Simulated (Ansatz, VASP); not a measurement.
# Al32O47 (V_O) in two plane-wave programs, part 3 of 3

One calculation is typed for both programs; each brings its own data sets. How far apart do they land? The cell is taken from a series of runs on this material, whose earlier steps may have relaxed, scaled, displaced or heated it; both programs get it as it stands.

VASP 6.6.1 and Ansatz 0.2.0.

So far. Step 5 (VASP: single point, r2SCAN, pair 2): The run ends at a pressure of -3.04 GPa, with forces up to 0.15 eV/Å.

### Step 9. VASP: single point, PBEsol

Level of this step: PBEsol, spin-polarised from a ferromagnetic start; plane waves and PAW (Al, O) (VASP).

The same cell, functional, mesh and smearing now go to VASP, with its own data sets.

The input, INCAR:

```
SYSTEM = Al32O47
PREC = Accurate
ENCUT = 520
EDIFF = 1E-06
NELM = 200
ISMEAR = -1
SIGMA = 0.01
LREAL = Auto
ALGO = Normal
GGA = PS
NELECT = 377
NBANDS = 248
ISPIN = 2
MAGMOM = 0 0.02 0 0 -0 0 0 0 0 0 0 0 0 0 0 0 0.02 0 0 -0 0 0 0.01 0.01 0 -0 -0 -0 0 0 -0 0 0 0 -0 0 0 0 0 0.02 0 0.02 0 0.01 -0 0.01 0 0 0 0 0 0 0 -0 0 0 0.01 0.01 0.02 -0 0.01 0 0 0.01 0.02 0 0 0.02 0 0 0 0 0 0 0 0 0 0 0.02
LORBIT = 11
LWAVE = .FALSE.
LCHARG = .FALSE.
ISIF = 2
ISYM = 0
NUPDOWN = 1
LASPH = .TRUE.
GGA_COMPAT = .FALSE.
KPAR = 4
```

The input, POSCAR:

```
Al32O47
1.0
    4.7738674274      2.7561936443      8.6765380597
   -4.7738674274      2.7561936443      8.6765380597
    0.0000000000     -5.5123872885      8.6765380597
Al O
32 47
Direct
    0.3223641988      0.3231950779      0.3228718900
    0.4140126734      0.4340192684      0.4226695783
    0.0733416264      0.0748231038      0.0734710342
    0.1792842095      0.1753233401      0.1740590494
    0.3235982061      0.3255359321      0.8218519788
    0.4256140740      0.4257047899      0.9266330017
    0.0740534348      0.0732645843      0.5743833682
    0.1747064152      0.1761900563      0.6772766902
    0.3227407310      0.8247861324      0.3248534604
    0.4253884020      0.9254778052      0.4271423365
    0.0745467111      0.5744692136      0.0729543179
    0.1741940631      0.6776048213      0.1760835991
    0.3231608304      0.8224721174      0.8248801223
    0.4244360963      0.9253364987      0.9279757842
    0.0694221159      0.5765110951      0.5752441100
    0.1754091184      0.6770868411      0.6757215868
    0.8346577721      0.3278718548      0.3165821471
    0.9263829927      0.4276536757      0.4273685475
    0.5731574353      0.0734639609      0.0771833112
    0.6757332074      0.1769247523      0.1765968524
    0.8233672373      0.3234047204      0.8250731507
    0.9260018795      0.4256906349      0.9257808012
    0.5696670750      0.0641449004      0.5802596184
    0.6791103358      0.1702976451      0.6863823992
    0.8231455873      0.8238908928      0.3248572321
    0.9251519954      0.9287117555      0.4250217535
    0.5738694712      0.5745269466      0.0732261213
    0.6748655039      0.6773118916      0.1760267243
    0.8243141204      0.8225787438      0.8252098262
    0.9255769078      0.9256714877      0.9280925284
    0.5730268979      0.5739548236      0.5736278662
    0.6755782629      0.6733699873      0.6771031895
    0.2215295124      0.0286039987      0.3750293842
    0.4713959995      0.1249854886      0.2790196853
    0.0307262337      0.3745077461      0.2218554750
    0.3770118405      0.2217715183      0.0256655911
    0.1243874054      0.2773863814      0.4731603716
    0.2776480640      0.4722321096      0.1249753112
    0.2226927886      0.0283392321      0.8748291131
    0.4752930638      0.1282958402      0.7704735324
    0.0272186446      0.3755274265      0.7219496387
    0.3768372777      0.2229527923      0.5276484337
    0.1254310149      0.2784032619      0.9713708887
    0.2777251666      0.4728996680      0.6234629412
    0.2179895042      0.5287120537      0.3760482592
    0.4710968632      0.6249733585      0.2785128529
    0.0259377080      0.8765821161      0.2228502616
    0.3737425053      0.7218209360      0.0294546198
    0.1233199973      0.7791782862      0.4721522461
    0.2776206257      0.9730368305      0.1248761529
    0.2228043531      0.5277166282      0.8739604510
    0.4716240199      0.6236628565      0.7780079877
    0.0260646600      0.8757167280      0.7222204565
    0.3741985476      0.7223238180      0.5281409257
    0.1243688445      0.7779462018      0.9726185992
    0.2777634709      0.9723707354      0.6256047136
    0.7190899723      0.0330225096      0.3769553587
    0.9710459957      0.1270807246      0.2776457949
    0.5273538458      0.3754279760      0.2247078967
    0.8745574566      0.2223964631      0.0282270575
    0.7776258821      0.4720358900      0.1255833446
    0.7220891318      0.0249124903      0.8797415367
    0.9709927126      0.1249419212      0.7781990453
    0.5296585682      0.3735975096      0.7175625280
    0.8719490168      0.2228998728      0.5276269541
    0.6241915783      0.2780687214      0.9727629388
    0.7773472235      0.4715368487      0.6255761925
    0.7213671868      0.5258537579      0.3751385676
    0.9711033269      0.6255522840      0.2783404230
    0.5272146629      0.8748576953      0.2230790675
    0.8750004702      0.7210939639      0.0287361867
    0.6245453149      0.7778107349      0.4724994448
    0.7771120173      0.9725305331      0.1269089215
    0.7215414748      0.5274690747      0.8756932937
    0.9711228806      0.6256766200      0.7775142138
    0.5266521064      0.8708078461      0.7256537801
    0.8717197380      0.7248976184      0.5287828486
    0.6243728847      0.7788064966      0.9717540950
    0.7734659262      0.9800470065      0.6222809276
```

The input, KPOINTS:

```
Points of the shifted mesh
8
Reciprocal
 0.2500000000  0.2500000000  0.2500000000 1
 0.2500000000  0.2500000000  0.7500000000 1
 0.2500000000  0.7500000000  0.2500000000 1
 0.2500000000  0.7500000000  0.7500000000 1
 0.7500000000  0.2500000000  0.2500000000 1
 0.7500000000  0.2500000000  0.7500000000 1
 0.7500000000  0.7500000000  0.2500000000 1
 0.7500000000  0.7500000000  0.7500000000 1
```

The projector-augmented-wave data sets are Al and O (PBE family, release 64).

Started as:

```console
> mpirun -np 8 vasp_std
```

Numbers of over 12 decimals in the logs are rounded to 6 here.

What it wrote:

```text
[banner, memory and clock lines left out]
running    8 mpi-ranks, on    1 nodes
[...]
|                                                                             |
|           W    W    AA    RRRRR   N    N  II  N    N   GGGG   !!!           |
|           W    W   A  A   R    R  NN   N  II  NN   N  G    G  !!!           |
|           W    W  A    A  R    R  N N  N  II  N N  N  G       !!!           |
|           W WW W  AAAAAA  RRRRR   N  N N  II  N  N N  G  GGG   !            |
|           WW  WW  A    A  R   R   N   NN  II  N   NN  G    G                |
|           W    W  A    A  R    R  N    N  II  N    N   GGGG   !!!           |
|                                                                             |
|     For optimal performance we recommend to set                             |
|       NCORE = 2 up to number-of-cores-per-socket                            |
|     NCORE specifies how many cores store one orbital (NPAR=cpu/NCORE).      |
|     This setting can greatly improve the performance of VASP for DFT.       |
[...]
DAV:   5    -0.682799087873E+03   -0.22873E-01   -0.22855E-01  9464   0.105E+00BRMIX: very serious problems
 the old and the new charge density differ
 old charge density:   378.00000 new  377.00001
BRMIX: very serious problems
 the old and the new charge density differ
 old charge density:   378.00000 new  377.00001
BRMIX: very serious problems
 the old and the new charge density differ
 old charge density:   378.00000 new  377.00001
BRMIX: very serious problems
 the old and the new charge density differ
 old charge density:   378.00000 new  377.00001
    0.461E+01
DAV:   6    -0.626773880219E+03    0.56025E+02   -0.22981E+02  9088   0.291E+01    0.169E+01
DAV:   7    -0.626349875082E+03    0.42401E+00   -0.50664E+00  9216   0.443E+00    0.914E+00
DAV:   8    -0.626059604400E+03    0.29027E+00   -0.45737E-01  9352   0.207E+00    0.243E+00
DAV:   9    -0.626053322684E+03    0.62817E-02   -0.11680E-01  9432   0.768E-01    0.102E+00
[...]
DAV:  14    -0.626057438139E+03    0.19784E-06   -0.15580E-05  9328   0.120E-02    0.109E-02
DAV:  15    -0.626057438395E+03   -0.25504E-06   -0.12372E-05  9160   0.832E-03    0.532E-03
DAV:  16    -0.626057438199E+03    0.19541E-06   -0.91861E-07  5888   0.312E-03
   1 F= -.62605744E+03 E0= -.62605744E+03  d E =-.743929E-11  mag=     1.0001
```

Parts of OUTCAR (step 9):

```text
  FREE ENERGIE OF THE ION-ELECTRON SYSTEM (eV)
  ---------------------------------------------------
  free  energy   TOTEN  =      -626.0574381991 eV

  energy  without entropy=     -626.0574381991  energy(sigma->0) =     -626.05743820

 magnetization (x)
# of ion       s       p       d       tot
------------------------------------------
    1        0.000  -0.000   0.000   0.000
    2        0.014   0.023   0.000   0.037
    3        0.000   0.000   0.000   0.000
    4        0.000   0.000   0.000   0.000
    5       -0.000  -0.000   0.000  -0.000
    6        0.000   0.001   0.000   0.001
    7        0.001   0.001   0.000   0.001
    8        0.001   0.001   0.000   0.001
    9        0.000   0.000   0.000   0.000
   10        0.000  -0.000   0.000  -0.000
   11        0.000   0.000   0.000   0.000
   12        0.000   0.000   0.000   0.000
   13        0.000   0.000   0.000   0.000
[...]
--------------------------------------------------
tot          0.064   0.257   0.000   0.321
```

The run ends at a pressure of -2.42 GPa, with forces up to 0.061 eV/Å.

### Step 10. Comparison

What differs besides the data sets and the points named for the pairs above, as far as they apply: VASP starts from the moments at which Ansatz ended; the cutoff is 420 eV in Ansatz and 520 eV in VASP (PREC = Accurate, projectors in real space); Ansatz makes its cores anew for this functional, VASP keeps those of its PBE data sets. Total energies have different zeros and are not compared.

Both answers:

```tsv
quantity	Ansatz	VASP	difference
total moment, fixed by the input (μB)	1.00	1.00	0.00
```

At this near-relaxed geometry the largest component of a force difference is 14 meV/Å. The cell carries a charge of +1 e against a uniform background, so its pressure also hangs on how the neutralising background is counted, and in a defect's cell a gap may be the spacing between its levels.

### Step 11. What came out

| Quantity | Value |
| --- | --- |
| r.m.s. force difference (single point, r2SCAN, pair 1) | 10 meV/Å |
| difference in gap on the k mesh (single point, r2SCAN, pair 2) | -0.027 eV |
| r.m.s. force difference (single point, r2SCAN, pair 2) | 9.6 meV/Å |
| difference in total moment, fixed by the input (single point, PBEsol) | -1.0e-4 μB |

The r.m.s. force difference is 10 meV/Å (single point, r2SCAN, pair 1), within the 12 meV/Å picked in this series as the mark of a large difference. How closely two codes agree says nothing of how well the functional describes the real material.

[Lines on the potential files, build, host, timing and source positions are cut from VASP's logs without a mark.]

[Logs are printed without paths, hosts, clocks, repeated set-up lines and the standing remarks that a program may print on its own settings, such as how far it seeks lower states.]

[Hosts, paths, dates, database ids (printed as entryN), source tags and the programs' standing remarks are cut or masked in the printed files.]
